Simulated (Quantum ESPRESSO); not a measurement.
# TiAl (P-6m2) in Quantum ESPRESSO: notebook, part 3 of 3

Quantum ESPRESSO 7.5. The steps go on from the part before.

### 5 Phonon dispersion, PBE

pw.in

```
&CONTROL
  calculation = 'scf'
  prefix = 'pwscf'
  outdir = './tmp'
  pseudo_dir = './pseudo'
  tprnfor = .true.
  tstress = .true.
  disk_io = 'low'
/
&SYSTEM
  ibrav = 0
  celldm(1) = 8
  nat = 2
  ntyp = 2
  ecutwfc = 45
  ecutrho = 360
  nbnd = 13
  occupations = 'smearing'
  smearing = 'mp'
  degauss = 0.01999163
/
&ELECTRONS
  conv_thr = 4d-10
  electron_maxstep = 120
  mixing_beta = 0.5
/
ATOMIC_SPECIES
Ti    47.8670 ti_pbe_v1.4.uspp.F.UPF
Al    26.9815 al_pbe_v1.uspp.F.UPF
CELL_PARAMETERS alat
  0.6772925434108   0.0000000000000   0.0000000000000
 -0.3386462716936   0.5865525483804   0.0000000000000
  0.0000000000000   0.0000000000000   1.1050369572835
ATOMIC_POSITIONS crystal
Ti     0.0000000000    0.0000000000    0.0000000000
Al     0.3333333333    0.6666666667    0.5000000000
K_POINTS automatic
8 8 4 0 0 0
```

relax.in

```
&CONTROL
  calculation = 'vc-relax'
  prefix = 'pwscf'
  outdir = './tmp'
  pseudo_dir = './pseudo'
  tprnfor = .true.
  tstress = .true.
  disk_io = 'low'
  nstep = 40
  forc_conv_thr = 0.0001
  etot_conv_thr = 1d-06
/
&SYSTEM
  ibrav = 0
  celldm(1) = 8
  nat = 2
  ntyp = 2
  ecutwfc = 45
  ecutrho = 360
  nbnd = 13
  occupations = 'smearing'
  smearing = 'mp'
  degauss = 0.01999163
/
&ELECTRONS
  conv_thr = 4d-10
  electron_maxstep = 120
  mixing_beta = 0.5
/
&IONS
  ion_dynamics = 'bfgs'
/
&CELL
  cell_dynamics = 'bfgs'
  press = 0
  press_conv_thr = 0.2
/
ATOMIC_SPECIES
Ti    47.8670 ti_pbe_v1.4.uspp.F.UPF
Al    26.9815 al_pbe_v1.uspp.F.UPF
CELL_PARAMETERS alat
  0.6772925434067  -0.0000000000068   0.0000000000000
 -0.3386462716974   0.5865525483874   0.0000000000000
  0.0000000000000   0.0000000000000   1.1050369572835
ATOMIC_POSITIONS crystal
Ti     0.0000000000    0.0000000000    0.0000000000
Al     0.3333333333    0.6666666667    0.5000000000
K_POINTS automatic
8 8 4 0 0 0
```

scf2.in

```
&CONTROL
  calculation = 'scf'
  prefix = 'pwscf'
  outdir = './tmp'
  pseudo_dir = './pseudo'
  tprnfor = .true.
  tstress = .true.
  disk_io = 'low'
/
&SYSTEM
  ibrav = 0
  celldm(1) = 8
  nat = 2
  ntyp = 2
  ecutwfc = 45
  ecutrho = 360
  nbnd = 13
  occupations = 'smearing'
  smearing = 'mp'
  degauss = 0.01999163
/
&ELECTRONS
  conv_thr = 1d-13
  electron_maxstep = 120
  mixing_beta = 0.5
  startingpot = 'file'
  startingwfc = 'file'
/
ATOMIC_SPECIES
Ti    47.8670 ti_pbe_v1.4.uspp.F.UPF
Al    26.9815 al_pbe_v1.uspp.F.UPF
CELL_PARAMETERS alat
  0.6814417940040  -0.0000000000068   0.0000000000000
 -0.3407208969961   0.5901459048113   0.0000000000000
  0.0000000000000   0.0000000000000   1.0953339709885
ATOMIC_POSITIONS crystal
Ti     0.0000000000    0.0000000000    0.0000000000
Al     0.3333333333    0.6666666667    0.5000000000
K_POINTS automatic
8 8 4 0 0 0
```

ph.in

```
phonon_bands of TiAl
&INPUTPH
  prefix = 'pwscf'
  outdir = './tmp'
  tr2_ph = 1d-18
  fildyn = 'dyn'
  niter_ph = 90
  alpha_mix(1) = 0.4
  ldisp = .true.
  nq1 = 2
  nq2 = 2
  nq3 = 2
/
```

q2r.in

```
&INPUT
  fildyn = 'dyn'
  zasr = 'crystal'
  flfrc = 'fc'
/
```

matdyn.in

```
&INPUT
  asr = 'crystal'
  flfrc = 'fc'
  flfrq = 'freq'
  q_in_cryst_coord = .true.
  flvec = ' '
/
80
 0.0000000000  0.0000000000  0.0000000000
 0.0500000000  0.0000000000  0.0000000000
 0.1000000000  0.0000000000  0.0000000000
 0.1500000000  0.0000000000  0.0000000000
 0.2000000000  0.0000000000  0.0000000000
 0.2500000000  0.0000000000  0.0000000000
 0.3000000000  0.0000000000  0.0000000000
 0.3500000000  0.0000000000  0.0000000000
 0.4000000000  0.0000000000  0.0000000000
 0.4500000000  0.0000000000  0.0000000000
 0.5000000000  0.0000000000  0.0000000000
 0.4722222222  0.0555555556  0.0000000000
 0.4444444444  0.1111111111  0.0000000000
 0.4166666667  0.1666666667  0.0000000000
 0.3888888889  0.2222222222  0.0000000000
 0.3611111111  0.2777777778  0.0000000000
 0.3333333333  0.3333333333  0.0000000000
 0.3055555556  0.3055555556  0.0000000000
 0.2777777778  0.2777777778  0.0000000000
 0.2500000000  0.2500000000  0.0000000000
 0.2222222222  0.2222222222  0.0000000000
 0.1944444444  0.1944444444  0.0000000000
 0.1666666667  0.1666666667  0.0000000000
 0.1388888889  0.1388888889  0.0000000000
 0.1111111111  0.1111111111  0.0000000000
 0.0833333333  0.0833333333  0.0000000000
 0.0555555556  0.0555555556  0.0000000000
 0.0277777778  0.0277777778  0.0000000000
 0.0000000000  0.0000000000  0.0000000000
 0.0000000000  0.0000000000  0.1000000000
 0.0000000000  0.0000000000  0.2000000000
 0.0000000000  0.0000000000  0.3000000000
 0.0000000000  0.0000000000  0.4000000000
 0.0000000000  0.0000000000  0.5000000000
 0.0454545455  0.0000000000  0.5000000000
 0.0909090909  0.0000000000  0.5000000000
 0.1363636364  0.0000000000  0.5000000000
 0.1818181818  0.0000000000  0.5000000000
 0.2272727273  0.0000000000  0.5000000000
 0.2727272727  0.0000000000  0.5000000000
 0.3181818182  0.0000000000  0.5000000000
 0.3636363636  0.0000000000  0.5000000000
 0.4090909091  0.0000000000  0.5000000000
 0.4545454545  0.0000000000  0.5000000000
 0.5000000000  0.0000000000  0.5000000000
 0.4722222222  0.0555555556  0.5000000000
 0.4444444444  0.1111111111  0.5000000000
 0.4166666667  0.1666666667  0.5000000000
 0.3888888889  0.2222222222  0.5000000000
 0.3611111111  0.2777777778  0.5000000000
 0.3333333333  0.3333333333  0.5000000000
 0.3111111111  0.3111111111  0.5000000000
 0.2888888889  0.2888888889  0.5000000000
 0.2666666667  0.2666666667  0.5000000000
 0.2444444444  0.2444444444  0.5000000000
 0.2222222222  0.2222222222  0.5000000000
 0.2000000000  0.2000000000  0.5000000000
 0.1777777778  0.1777777778  0.5000000000
 0.1555555556  0.1555555556  0.5000000000
 0.1333333333  0.1333333333  0.5000000000
 0.1111111111  0.1111111111  0.5000000000
 0.0888888889  0.0888888889  0.5000000000
 0.0666666667  0.0666666667  0.5000000000
 0.0444444444  0.0444444444  0.5000000000
 0.0222222222  0.0222222222  0.5000000000
 0.0000000000  0.0000000000  0.5000000000
 0.5000000000  0.0000000000  0.5000000000
 0.5000000000  0.0000000000  0.4166666667
 0.5000000000  0.0000000000  0.3333333333
 0.5000000000  0.0000000000  0.2500000000
 0.5000000000  0.0000000000  0.1666666667
 0.5000000000  0.0000000000  0.0833333333
 0.5000000000  0.0000000000  0.0000000000
 0.3333333333  0.3333333333  0.0000000000
 0.3333333333  0.3333333333  0.0833333333
 0.3333333333  0.3333333333  0.1666666667
 0.3333333333  0.3333333333  0.2500000000
 0.3333333333  0.3333333333  0.3333333333
 0.3333333333  0.3333333333  0.4166666667
 0.3333333333  0.3333333333  0.5000000000
```

matdyn_dos.in

```
&INPUT
  asr = 'crystal'
  flfrc = 'fc'
  dos = .true.
  fldos = 'phdos'
  nk1 = 12
  nk2 = 12
  nk3 = 8
  deltaE = 1
  flvec = ' '
  flfrq = ' '
/
```

matdyn_mesh.in

```
&INPUT
  asr = 'crystal'
  flfrc = 'fc'
  flfrq = 'mesh'
  q_in_cryst_coord = .true.
  flvec = ' '
/
600
 0.05000000  0.05000000  0.08333333
 0.05000000  0.05000000  0.25000000
 0.05000000  0.05000000  0.41666667
[... 597 further points of the even 10 x 10 x 6 mesh, shifted by half a step ...]
```

Potentials or basis: GBRV 1.5 PBE.

The run is started by

```bash
$ OMP_NUM_THREADS=1 pw.x -in pw.in > pw.out
$ OMP_NUM_THREADS=1 pw.x -in relax.in > relax.out
$ OMP_NUM_THREADS=1 pw.x -in scf2.in > scf2.out
$ OMP_NUM_THREADS=1 ph.x -in ph.in > ph.out
$ OMP_NUM_THREADS=1 q2r.x -in q2r.in > q2r.out
$ OMP_NUM_THREADS=1 matdyn.x -in matdyn.in > matdyn.out
$ OMP_NUM_THREADS=1 matdyn.x -in matdyn_dos.in > matdyn_dos.out
$ OMP_NUM_THREADS=1 matdyn.x -in matdyn_mesh.in > matdyn_mesh.out
```

pw.out:

```text
This program is part of the open-source Quantum ESPRESSO suite
     for quantum simulation of materials; please cite
[... 9 lines left out ...]
     --------------------
     sticks:   dense  smooth     PW     G-vecs:    dense   smooth      PW
     Sum         733     367    121                25949     9187    1653

     Using Slab Decomposition

     bravais-lattice index     =            0
     lattice parameter (alat)  =       8.0000  a.u.
     unit-cell volume          =     224.7657 (a.u.)^3
     number of atoms/cell      =            2
     number of atomic types    =            2
     number of electrons       =        15.00
     number of Kohn-Sham states=           13
     kinetic-energy cutoff     =      45.0000  Ry
     charge density cutoff     =     360.0000  Ry
     scf convergence threshold =      4.0E-10
     mixing beta               =       0.5000
     number of iterations used =            8  plain     mixing
     Exchange-correlation= SLA  PW   PBE  PBE
                           (   1   4   3   4   0   0   0)

     celldm(1)=   8.000000  celldm(2)=   0.000000  celldm(3)=   0.000000
     celldm(4)=   0.000000  celldm(5)=   0.000000  celldm(6)=   0.000000

     crystal axes: (cart. coord. in units of alat)
               a(1) = (   0.677293   0.000000   0.000000 )
               a(2) = (  -0.338646   0.586553   0.000000 )
               a(3) = (   0.000000   0.000000   1.105037 )

     reciprocal axes: (cart. coord. in units 2 pi/alat)
               b(1) = (  1.476467  0.852439 -0.000000 )
               b(2) = (  0.000000  1.704877  0.000000 )
               b(3) = (  0.000000 -0.000000  0.904947 )

     PseudoPot. # 1 for Ti read from file:
     ti_pbe_v1.4.uspp.F.UPF
     Pseudo is Ultrasoft + core correction, Zval = 12.0
     Generated by new atomic code, or converted to UPF format
     Using radial grid of  851 points,  6 beta functions with:
                l(1) =   0
                l(2) =   0
                l(3) =   1
                l(4) =   1
                l(5) =   2
                l(6) =   2
     Q(r) pseudized with  6 coefficients,  rinner =    1.000   1.000   1.000
                                                       1.000   1.000

     PseudoPot. # 2 for Al read from file:
     al_pbe_v1.uspp.F.UPF
     Pseudo is Ultrasoft + core correction, Zval =  3.0
     Generated by new atomic code, or converted to UPF format
     Using radial grid of  893 points,  3 beta functions with:
                l(1) =   0
                l(2) =   1
                l(3) =   2
     Q(r) pseudized with  8 coefficients,  rinner =    0.900   0.900   0.900
                                                       0.900   0.900

     atomic species   valence    mass     pseudopotential
     Ti               12.00    47.86700     Ti( 1.00)
     Al                3.00    26.98150     Al( 1.00)

     12 Sym. Ops. (no inversion) found

   Cartesian axes

     site n.     atom                  positions (alat units)
         1        Ti     tau(   1) = (   0.0000000   0.0000000   0.0000000  )
         2        Al     tau(   2) = (  -0.0000000   0.3910350   0.5525185  )

     number of k points=    30  Methfessel-Paxton smearing, width (Ry)=  0.0200
                       cart. coord. in units 2pi/alat
        k(    1) = (   0.0000000   0.0000000   0.0000000), wk =   0.0078125
        k(    2) = (   0.0000000   0.0000000   0.2262368), wk =   0.0156250
        k(    3) = (   0.0000000   0.0000000  -0.4524736), wk =   0.0078125
        k(    4) = (   0.0000000   0.2131096   0.0000000), wk =   0.0468750
        k(    5) = (   0.0000000   0.2131096   0.2262368), wk =   0.0937500
        k(    6) = (   0.0000000   0.2131096  -0.4524736), wk =   0.0468750
[... 22 lines left out ...]
        k(   29) = (   0.3691167   0.8524385   0.2262368), wk =   0.0937500
        k(   30) = (   0.3691167   0.8524385  -0.4524736), wk =   0.0468750

     Dense  grid:    25949 G-vectors     FFT dimensions: (  36,  36,  54)

     Smooth grid:     9187 G-vectors     FFT dimensions: (  24,  24,  40)

     Check: negative core charge=   -0.000008

     Initial potential from superposition of free atoms

     starting charge      13.9975, renormalised to      15.0000

     negative rho (up, down):  1.003E-03 0.000E+00
     Starting wfcs are   14 randomized atomic wfcs

     Self-consistent Calculation

     iteration #  1     ecut=    45.00 Ry     beta= 0.50
     Davidson diagonalization with overlap
     ethr =  1.00E-02,  avg # of iterations =  3.7

     negative rho (up, down):  1.351E-03 0.000E+00

     total energy              =    -125.82405481 Ry
     estimated scf accuracy    <       0.48220936 Ry

     iteration #  2     ecut=    45.00 Ry     beta= 0.50
     Davidson diagonalization with overlap
     ethr =  3.21E-03,  avg # of iterations =  2.6
[... 78 lines left out ...]
     iteration # 11     ecut=    45.00 Ry     beta= 0.50
     Davidson diagonalization with overlap
     ethr =  2.25E-11,  avg # of iterations =  1.7

     negative rho (up, down):  5.672E-04 0.000E+00

     End of self-consistent calculation

          k = 0.0000 0.0000 0.0000 (  1129 PWs)   bands (ev):

   -46.0608 -22.3778 -21.9728 -21.9728   1.4926   8.1587   8.5939  11.7221
    11.7221  13.2231  13.2231  14.3582  23.2944

          k = 0.0000 0.0000 0.2262 (  1135 PWs)   bands (ev):

   -46.0608 -22.3799 -21.9727 -21.9727   1.8557   6.3507   9.6851  11.7288
    11.7288  13.1857  13.1857  15.5574  23.6219
[... 43 lines left out ...]
   -45.9795 -22.4660 -22.2985 -22.0861   5.0087   8.3666   9.6431  10.2389
    12.3020  12.5550  13.8869  14.1991  17.5124

          k = 0.0000 0.6393-0.4525 (  1146 PWs)   bands (ev):

   -45.9795 -22.4658 -22.2998 -22.0860   5.2410   8.1596   9.7015  10.2805
    11.6771  12.4658  13.8942  14.0658  18.1717

          k = 0.0000-0.8524 0.0000 (  1144 PWs)   bands (ev):

   -45.9655 -22.5482 -22.2833 -22.1053   6.7334   7.6146   8.9227   9.4626
    12.5596  14.3917  14.4872  14.6035  15.7910

          k = 0.0000-0.8524 0.2262 (  1158 PWs)   bands (ev):

   -45.9655 -22.5480 -22.2845 -22.1053   7.0852   7.1842   9.2017   9.9807
    12.3709  12.4539  14.3920  14.5297  16.4348

          k = 0.0000-0.8524-0.4525 (  1148 PWs)   bands (ev):

   -45.9654 -22.5478 -22.2856 -22.1052   6.7950   8.0178   8.6265  10.9677
    11.4191  12.3565  13.3772  14.3923  16.9879

          k = 0.1846 0.3197 0.0000 (  1140 PWs)   bands (ev):

   -46.0233 -22.3405 -22.1957 -22.0356   2.6391   8.7403   9.2570  10.8281
    12.6326  12.8429  13.6113  14.5807  17.6638

          k = 0.1846 0.3197 0.2262 (  1145 PWs)   bands (ev):
[... 61 lines left out ...]
   -45.9555 -22.4436 -22.2878 -22.2746   7.9859   8.1577   9.6925   9.9703
    10.4993  13.0063  13.1627  14.1476  16.7179

          k = 0.3691 0.8524-0.4525 (  1130 PWs)   bands (ev):

   -45.9555 -22.4434 -22.2877 -22.2757   7.7594   8.6432   9.6134  10.3799
    10.4936  11.6654  13.6771  15.1679  15.4008

     the Fermi energy is    10.4423 ev

!    total energy              =    -125.99489713 Ry
     estimated scf accuracy    <          2.6E-11 Ry
     smearing contrib. (-TS)   =      -0.00028063 Ry
     internal energy E=F+TS    =    -125.99461650 Ry

     The total energy is F=E-TS. E is the sum of the following terms:
     one-electron contribution =     -63.43178848 Ry
     hartree contribution      =      36.38197722 Ry
     xc contribution           =     -22.36043102 Ry
     ewald contribution        =     -76.58437422 Ry

     convergence has been achieved in  11 iterations

     negative rho (up, down):  5.672E-04 0.000E+00

     Forces acting on atoms (cartesian axes, Ry/au):

     atom    1 type  1   force =     0.00000000    0.00000000    0.00000000
     atom    2 type  2   force =     0.00000000    0.00000000    0.00000000

     Total force =     0.000000     Total SCF correction =     0.000000

     Computing stress (Cartesian axis) and pressure

     negative rho (up, down):  5.672E-04 0.000E+00
          total   stress  (Ry/bohr**3)                   (kbar)     P=        2.11
   0.00006225  -0.00000000   0.00000000            9.16       -0.00        0.00
  -0.00000000   0.00006225  -0.00000000           -0.00        9.16       -0.00
   0.00000000  -0.00000000  -0.00008140            0.00       -0.00      -11.97

=------------------------------------------------------------------------------=
   JOB DONE.
=------------------------------------------------------------------------------=
```

Run time: 14 min. Hardware: 1 thread of Arm Neoverse V1, shared host; peak memory 0.14 GiB.

Results:

```
Free energy                            : -1714.2501 eV
Relaxed volume                         : 16.71 Å³/atom
Relaxed cell                           : a = 2.885 Å, b = 2.885 Å, c = 4.637 Å, α = 90.00°, β = 90.00°, γ = 120.00°
Space group after relaxing (to 0.05 Å) : P-6m2 (No. 187)
Pressure after relaxing                : 0.0 GPa
Band gap on the k mesh                 : none (metal or under the smearing width)
Highest phonon frequency               : 338 cm⁻¹
Zero-point energy                      : 0.037 eV/atom
```

Step by step:
| step | energy change (eV) | largest force (eV/Å) | pressure (GPa) | volume (Å³) |
| --- | --- | --- | --- | --- |
| 1 | 0.0000 | 0.0000 | 0.21 | 33.31 |
| 2 | -0.0010 | 0.0000 | 0.13 | 33.34 |
| 3 | -0.0017 | 0.0000 | 0.07 | 33.37 |
| 4 | -0.0022 | 0.0000 | 0.01 | 33.41 |
| 5 | -0.0022 | 0.0000 | 0.00 | 33.42 |
| 6 | -0.0022 | 0.0000 | 0.00 | 33.42 |

Final structure:
```yaml
crystal:
  lattice:
    - [2.88483, 0.00000, 0.00000]
    - [-1.44241, 2.49833, 0.00000]
    - [0.00000, 0.00000, 4.63701]
  atoms:
    - { symbol: Ti, position: [0.00000, 0.00000, 0.00000] }
    - { symbol: Al, position: [0.33333, 0.66667, 0.50000] }
```

Phonon frequencies in cm⁻¹ (negative: imaginary):
| q point | frequencies |
| --- | --- |
| (0.000, 0.000, 0.000) | 0 0 0 179 179 338 |
| (0.350, 0.000, 0.000) | 89 107 168 215 257 317 |
| (0.389, 0.222, 0.000) | 127 143 224 229 260 290 |
| (0.194, 0.194, 0.000) | 95 119 167 212 248 317 |
| (0.000, 0.000, 0.000) | 0 0 0 179 179 338 |
| (0.091, 0.000, 0.500) | 124 131 144 154 216 276 |
| (0.409, 0.000, 0.500) | 123 173 186 205 277 297 |
| (0.361, 0.278, 0.500) | 147 177 193 234 264 303 |
| (0.200, 0.200, 0.500) | 131 173 178 206 257 295 |
| (0.044, 0.044, 0.500) | 124 129 143 150 215 275 |
| (0.500, 0.000, 0.167) | 116 116 203 220 276 304 |
| (0.333, 0.333, 0.333) | 149 166 201 241 259 298 |

Phonon frequencies at the corners of the path (cm⁻¹, interpolated; i marks imaginary ones):
| point | frequencies |
| --- | --- |
| Γ | 0 0 0 179 179 338 |
| M | 99 116 199 224 275 305 |
| K | 135 150 237 239 248 281 |
| A | 124 124 141 141 214 274 |
| L | 123 176 190 206 284 299 |
| H | 149 176 194 238 261 303 |

Phonon states per cell in windows of 20 cm⁻¹ (negative: imaginary):
```
from (cm⁻¹)  total    Ti    Al
          0   0.00  0.00  0.00
         20   0.01  0.01  0.00
         40   0.05  0.03  0.02
         60   0.11  0.07  0.03
         80   0.23  0.16  0.07
        100   0.54  0.43  0.11
        120   0.67  0.56  0.12
        140   0.40  0.26  0.14
        160   0.43  0.25  0.19
        180   0.68  0.39  0.29
        200   0.79  0.44  0.36
        220   0.38  0.12  0.27
        240   0.28  0.03  0.25
        260   0.42  0.05  0.37
        280   0.31  0.04  0.26
        300   0.59  0.13  0.46
        320   0.12  0.04  0.08
```

Harmonic thermodynamics per atom at this volume (zero-point energy 36.6 meV, Debye temperature from the second moment 388 K):
```
 T (K)  free energy (meV)  entropy (k_B)  heat capacity Cv (k_B)
    50               36.4           0.22                    0.58
   100               33.9           0.97                    1.64
   200               18.9           2.44                    2.51
298.15               -6.4           3.50                    2.76
   500              -81.0           4.97                    2.91
   800             -228.8           6.35                    2.96
```

Caveat: the k mesh is coarse; the mesh is thin for the phonons of a metal; the q mesh is small, so phonon branches between its points and thermal values are rough.

### 6 The runs side by side

| task | level | potentials or basis | k mesh | cutoff (eV) | smearing | form of the LDA correlation | q mesh | gap on the mesh (eV) | pressure (GPa) |
| --- | --- | --- | --- | --- | --- | --- | --- | --- | --- |
| phonons | PBEsol | GBRV 1.5 PBEsol | 11 × 11 × 6 | 612 | gaussian 0.272 eV | - | - | none | 0.0 |
| phonons | PBE | GBRV 1.5 PBE | 11 × 11 × 6 | 612 | gaussian 0.272 eV | - | - | none | 0.0 |
| phonons | LDA | JTH 2.0 LDA | 11 × 11 × 6 | 707 | methfessel-paxton 0.136 eV | PW92 | - | none | 0.0 |
| phonon dispersion | PBE | GBRV 1.5 PBE | 8 × 8 × 4 | 612 | methfessel-paxton 0.272 eV | - | 2 × 2 × 2 | none | 0.0 |

Alike in all rows: no spin polarisation; cell relaxed.

Caveats: the mesh is thin for the phonons of a metal.

Absolute energies hang on the potentials; compare differences alone.
